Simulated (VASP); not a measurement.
# SnO: phonons with PBEsol

SnO:

```
Sn O
1.0
     3.13193    0.00000    0.00000
     0.00000    3.13193    0.00000
     0.00000    0.00000    3.13193
Sn O
1 1
Direct
  0.00000 0.00000 0.00000
  0.50000 0.50000 0.50000
```

The cell was built by a generator and needn't be a form met in nature.

```
Program                : VASP 6.6.1
Task                   : phonons
Functional             : PBEsol
Potentials or basis    : VASP PAW PBE potentials, release 64 (Sn_d, O)
Cutoff                 : 600 eV
k mesh                 : 7 × 7 × 7
Occupations            : gaussian, width 0.02 eV
Spin                   : no spin polarisation
Further INCAR settings : ALGO = Normal; EDIFF = 1e-08; IBRION = 8; NSW = 1
```

```
Relaxed volume                                          : 14.63 Å³/atom
Relaxed cell                                            : a = 3.081 Å, b = 3.081 Å, c = 3.081 Å, α = 90.00°, β = 90.00°, γ = 90.00°
Space group after relaxing (to 0.05 Å)                  : Pm-3m (No. 221)
Highest phonon frequency at Γ, LO-TO splitting left out : 0 cm⁻¹
Most unstable mode                                      : 270i cm⁻¹
```

The path:
```
step  energy change (eV)  largest force (eV/Å)  pressure (GPa)  volume (Å³)
   1              0.0000                0.0000           -5.00        30.72
   2             -0.0190                0.0000            2.58        28.64
   3             -0.0238                0.0000            0.00        29.26
```

Final structure:
```xyz
2
Lattice="3.0815 0.0000 0.0000 0.0000 3.0815 0.0000 0.0000 0.0000 3.0815" Properties=species:S:1:pos:R:3 pbc="T T T"
Sn    0.0000    0.0000    0.0000
O     1.5407    1.5407    1.5407
```

Phonon frequencies in cm⁻¹ (negative: imaginary):
```
              q point           frequencies
(0.000, 0.000, 0.000)  -270 -270 -270 0 0 0
```

Wall time 100 s on 1 thread of Intel(R) Xeon(R) 6975P-C (Granite Rapids) (shared host), peak memory 0.19 GiB.

Caveat: some modes are imaginary; the PAW data sets were made with another functional, which shifts forces and pressure a little.
